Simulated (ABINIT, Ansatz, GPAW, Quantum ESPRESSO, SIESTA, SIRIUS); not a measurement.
## One calculation of Ge, 6 ways

```xyz
2
Lattice="-2.5745 2.5745 1.3974 2.5745 -2.5745 1.3974 2.5745 2.5745 -1.3974" Properties=species:S:1:pos:R:3 pbc="T T T"
Ge    0.0000    0.0000    1.3974
Ge    2.5745    0.0000    0.6987
```

This isn't the form of Ge at room conditions, which is diamond.

Alike in all runs: task single point; functional PBEsol; k mesh 11 × 11 × 11; occupations fermi-dirac, width 0.05 eV; no spin polarisation; no spin-orbit coupling. Pressure is positive in compression and, in plane waves, holds the error of the finite cutoff.

```json
{"program and potentials": "Ansatz, all-electron LAPW, scalar-relativistic", "plane-wave cutoff (eV)": "-", "notes": "-", "pressure (GPa)": "-0.57"}
{"program and potentials": "Quantum ESPRESSO, GBRV 1.5 PBEsol", "plane-wave cutoff (eV)": "612", "notes": "14 valence electrons an atom on average", "pressure (GPa)": "-0.84"}
{"program and potentials": "SIRIUS, PseudoDojo 0.4.1 PBEsol standard (scalar relativistic)", "plane-wave cutoff (eV)": "1078", "notes": "14 valence electrons an atom on average", "pressure (GPa)": "-0.56"}
{"program and potentials": "GPAW, PAW data sets generated for this functional", "plane-wave cutoff (eV)": "600", "notes": "4 valence electrons an atom on average", "pressure (GPa)": "-0.71"}
{"program and potentials": "ABINIT, PseudoDojo NC SR PBEsol v0.4.1 standard", "plane-wave cutoff (eV)": "1061", "notes": "14 valence electrons an atom on average", "pressure (GPa)": "-0.58"}
{"program and potentials": "SIESTA, files PseudoDojo sr-pbesol-0.4.1-standard, DZP (energy shift 0.003 Ry; two zetas on semicore shells)", "plane-wave cutoff (eV)": "-", "notes": "atomic basis; 14 valence electrons an atom on average", "pressure (GPa)": "1.31"}
```

The pressure spans -0.84 (Quantum ESPRESSO, GBRV 1.5 PBEsol) to 1.31 GPa (SIESTA, files PseudoDojo sr-pbesol-0.4.1-standard, DZP (energy shift 0.003 Ry; two zetas on semicore shells)), with all-electron results at -0.57. The pressure on the cell as given of SIESTA, files PseudoDojo sr-pbesol-0.4.1-standard, DZP (energy shift 0.003 Ry; two zetas on semicore shells) lies far from the others; the cause wasn't traced. Rows in atomic bases carry the error of their basis and grid, which can be large.

The functional is the same throughout but for its coding, so the spread measures potentials, basis and numerics; runs on potential files found faulty are left out.
